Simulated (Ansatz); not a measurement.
# BaZrO3 (cubic perovskite): zone-centre phonons and dielectric response

From the experimental literature:
- ε⁰: about 40 (static permittivity; 10 K; dielectric spectroscopy; ceramic; polycrystalline ceramic; value quoted from the authors' earlier paper; quoted in “Broadband dielectric spectroscopy of Ba(Zr,Ti)O3: dynamics of relaxors and diffuse ferroelectrics”, 2013, arxiv:1312.3131)
- infrared mode: about 135 cm⁻¹ (nu1, Ba-[ZrO6] cation stretch (f1u); FT-IR transmittance; powder; powder in a polyethylene pellet; transmittance band position, not a fitted TO frequency; “Short-range structure of proton conducting perovskite BaInxZr1-xO3-x/2 (x = 0-0.75)”, 2008, arxiv:0802.0790)
- infrared mode: 398 cm⁻¹ (LO2 at Gamma (Zr-O), zero of real dielectric function; infrared reflectivity with Kramers-Kronig analysis; LO frequency derived from the infrared dielectric function, not directly observed; “Pressure-dependent structure of BaZrO3 crystals as determined by Raman Spectroscopy”, 2022, arxiv:2206.14042)
- infrared mode: 520 cm⁻¹ (TO3 at Gamma, T1u; IR spectroscopy; ceramic; Literature IR value quoted for comparison; temperature and sample not stated in passage; quoted in “Lattice dynamics and Raman spectrum of BaZrO3 single crystals”, 2019, arxiv:1907.02008)
- infrared mode: 692 cm⁻¹ (LO3 at Gamma, T1u; IR spectroscopy; ceramic; Literature IR value quoted for comparison; temperature and sample not stated in passage; quoted in “Lattice dynamics and Raman spectrum of BaZrO3 single crystals”, 2019, arxiv:1907.02008)

Perturbation theory with PBEsol in Ansatz 0.2.0 on the PBEsol cell, ground state and force constants on a 6×6×6 mesh. Calculated for a static, non-magnetic cell.

Space group Pm-3m (No. 221), cubic; a = 4.181 Å in the conventional setting, 14.61 Å³ an atom. Ba is surrounded by 12 O at 2.96 Å; Zr is surrounded by 6 O at 2.09 Å; O is surrounded by 2 Zr at 2.09 Å and 4 Ba at 2.96 Å.

```cif
data_structure
_symmetry_space_group_name_H-M 'P 1'
_symmetry_Int_Tables_number 1
_cell_length_a 4.1807
_cell_length_b 4.1807
_cell_length_c 4.1807
_cell_angle_alpha 90.000
_cell_angle_beta 90.000
_cell_angle_gamma 90.000
_cell_volume 73.07
loop_
_atom_site_label
_atom_site_type_symbol
_atom_site_fract_x
_atom_site_fract_y
_atom_site_fract_z
_atom_site_occupancy
Ba1 Ba 0.00000 0.00000 0.00000 1
Zr1 Zr 0.50000 0.50000 0.50000 1
O1 O 0.50000 0.50000 0.00000 1
O2 O 0.50000 0.00000 0.50000 1
O3 O 0.00000 0.50000 0.50000 1
```

Optical modes without the longitudinal term:

| ω (cm⁻¹) | degeneracy | IR intensity, summed over the level ((D/Å)²/amu) |
| --- | --- | --- |
| 88 | 3 | 39.79 |
| 174 | 3 | 0.00 |
| 188 | 3 | 66.54 |
| 502 | 3 | 61.20 |

All optical modes at Γ are real, from 88 to 502 cm⁻¹ without the longitudinal term; this says nothing of other wave vectors. With the long-range field the highest mode reaches 691 cm⁻¹. Of the real levels 3 are infrared active, the strongest at 188 cm⁻¹.

The electronic dielectric tensor ε∞ is 4.93 in all directions. With the ions relaxed, ε⁰ is 76 in all directions. Born charges, averaged over directions: Ba +2.75, Zr +6.10, O -2.95 e.

For comparison, on the r2SCAN cell the mean ε∞ is 4.48 with r2SCAN (ground state on 6×6×6; least gap 3.73 eV), 4.86 with PBE (ground state on 6×6×6; least gap 3.22 eV).

Set against measured values:
- ε⁰, measured 40: PBEsol gives 76 in all directions.
- Infrared mode at 135 cm⁻¹ (nu1, Ba-[ZrO6] cation stretch (f1u)): the nearest PBEsol mode of that kind lies at 88 cm⁻¹, more than 15 % away.
- Infrared mode at 398 cm⁻¹ (LO2 at Gamma (Zr-O), zero of real dielectric function): the nearest PBEsol mode at Γ, with the long-range field, lies at 363 cm⁻¹ (-8.9 %).
- Infrared mode at 520 cm⁻¹ (TO3 at Gamma, T1u): the nearest PBEsol mode at Γ lies at 502 cm⁻¹ (-3.4 %).
- Infrared mode at 692 cm⁻¹ (LO3 at Gamma, T1u): the nearest PBEsol mode at Γ, with the long-range field, lies at 691 cm⁻¹ (-0.2 %).
Reports marked as nanostructured, strained, doped, implanted or mixed samples, and transport gaps, were set aside. Modes are paired by degeneracy and infrared activity, where the label gives them, and frequency; they are harmonic.

The runs are scalar-relativistic, without spin-orbit coupling.
